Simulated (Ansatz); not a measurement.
An Ansatz input:

```yaml
crystal:
  lattice:
    - [0.0, 3.6013894836, 3.6013894836]
    - [3.6013894836, 0.0, 3.6013894836]
    - [3.6013894836, 3.6013894836, 0.0]
  atoms:
    - { symbol: Hg, position: [0.0, 0.0, 0.0] }
hamiltonian:
  xc: rpbe
  pseudopotentials:
    kind: paw
    azcp:
      Hg: "pseudopotentials/Hg.paw.azcp"
basis:
  ecutwfc: 420
  fft_grid_basis: typed
kpoints:
  mp_grid: { grid: [9, 9, 9], shift: [0, 0, 0] }
magnetization:
  spin_polarized: false
scf:
  occupations: { method: fermi_dirac, width: 0.1 }
  lower_state_search: "off"
output:
  stress: true
```

Output

```
Engine: ansatz 0.2.0, aarch64-unknown-linux-gnu
Pseudopotentials: kind: paw
Pseudopotential: Hg, paw, valence charge 20, recommended cutoff 420 eV (normal) 
Functional definition: RPBE
  parameter kappa = 0.804
  parameter beta = 0.06672455060314922
  exchange = rpbe_x(kappa = kappa, mu = beta*pi^2/3)
  correlation = pbe_c(beta = beta)
Crystal: 1 atoms, lattice volume = 93.420 Å³
Basis set: ecut = 420 eV, 1837 PW (Γ)
Bands: 14, of which v1, the nominal top of the filled ones, is band 10 counted from 1 (9 counted from 0)
Symmetry: 48 space group operations
Space group: Fm-3m (ITA 225), of the structure as read, at distance tolerance 4.5e-5 Å
k-points: 35 of 729
Non-local potential: Hg, projectors of the file, l = 0: 3, l = 1: 2, l = 2: 2, l = 3: 1
PAW form: soft (Blöchl's): semilocal exchange-correlation on the pseudo side does not see the compensation charge
PAW frozen core: Hg, regenerated for the run's functional, and the local potential with it (the file was generated under x = pbe(κ = 0.804, μ = 0.2195149727645171), c = pbe(β = 0.06672455060314922))
PAW one-centre angular grid: Hg, 590 points (default); XC on 64 Gauss nodes
Initial density: superposition of atomic densities (neutral atoms: chi_scale 0, normalization atom), corrected by the library's trained network
Initial wavefunctions: pseudopotential atomic-orbital guess
Functional: x = rpbe, c = pbe(β = 0.06672455060314922)
SCF iter   1: F=—  HF=-13828.316701 eV  |F-HF|=—  |Δ(HF+E_count)|=         —  Δρ=1.11e-3  dr2=1.99e-3  ethr=1.77e-3  ⟨swp⟩=4.2  Hψ=2482  notcnv=0
SCF iter   2: F=—  HF=-13828.316281 eV  |F-HF|=—  |Δ(HF+E_count)|=   4.20e-4  Δρ=4.89e-4  dr2=1.24e-4  ethr=9.94e-6  ⟨swp⟩=2.1  Hψ=987  notcnv=0
SCF iter   3: F=—  HF=-13828.316251 eV  |F-HF|=—  |Δ(HF+E_count)|=   3.04e-5  Δρ=1.33e-4  dr2=1.22e-5  ethr=6.19e-7  ⟨swp⟩=2.3  Hψ=845  notcnv=0
SCF iter   4: F=—  HF=-13828.316251 eV  |F-HF|=—  |Δ(HF+E_count)|=   2.94e-8  Δρ=1.85e-5  dr2=1.18e-7  ethr=6.08e-8  ⟨swp⟩=3.0  Hψ=840  notcnv=0
iter 5 did not close the SCF: its close was put off for the readings that it lacked (scf_convergence_deferred on its scf_iter line)
SCF iter   5: F=-13828.316251 eV  HF=-13828.316251 eV  |F-HF|=9.57e-10  |Δ(HF+E_count)|=   2.67e-7  Δρ=1.13e-6  dr2=3.59e-10  ethr=5.89e-10  ⟨swp⟩=2.8  Hψ=828  notcnv=0
SCF iter   6: F=-13828.316251 eV  HF=-13828.316251 eV  |F-HF|=5.64e-11  |Δ(HF+E_count)|=   1.12e-9  Δρ=2.10e-7  dr2=1.24e-11  ethr=1.80e-12  ⟨swp⟩=1.0  Hψ=1468  notcnv=0
SCF 1 converged in 6 iterations: F = -13828.316251 eV  dr2 = 1.24e-11
SCF converged after 6 iterations
Free energy (F): -13828.316251 eV
Harris-Foulkes:  -13828.316251 eV  (|F-HF|=5.64e-11)
Internal energy: -13828.316251 eV  (E = F + TS)
E sigma→0 (E₀):  -13828.316251 eV
Fermi energy:    0.498973 eV
--- Per-component energies (eV) ---
  E_band       = -650.086299
  E_kinetic    = 605.841651
  E_local      = -4362.183426  (includes V_loc(G=0)·N_el)
  E_nonlocal   = 72.310451
  E_hartree    = 1870.562811
  E_xc         = -220.543464
  E_vxc        = -261.207799  (∫ρ·V_xc dr)
  E_paw        = -9961.055699  (= ΣΔE_a)
  E_vpaw       = -445.973543  (= ΣTr[D̂ρ^β])
  E_aug_tail   = 0.000945  (compensation charges beyond the density's cutoff)
  E_ewald      = -1833.192126
  E_core_change = -0.057394  (= ΣΔE_core)
  E_smearing   = -0.000000  (= −TS)
  E_closure    = -0.000000  (closes the sum)
  Σ components = -13828.316251   (vs F -13828.316251, Δ=0.00e0)
--- Stress (GPa, compression-positive) ---
        0.052569       0.000000       0.000000
        0.000000       0.052569      -0.000000
        0.000000       0.000000       0.052569
  P = ⅓ Tr σ = 0.0526 GPa (0.526 kbar)
```
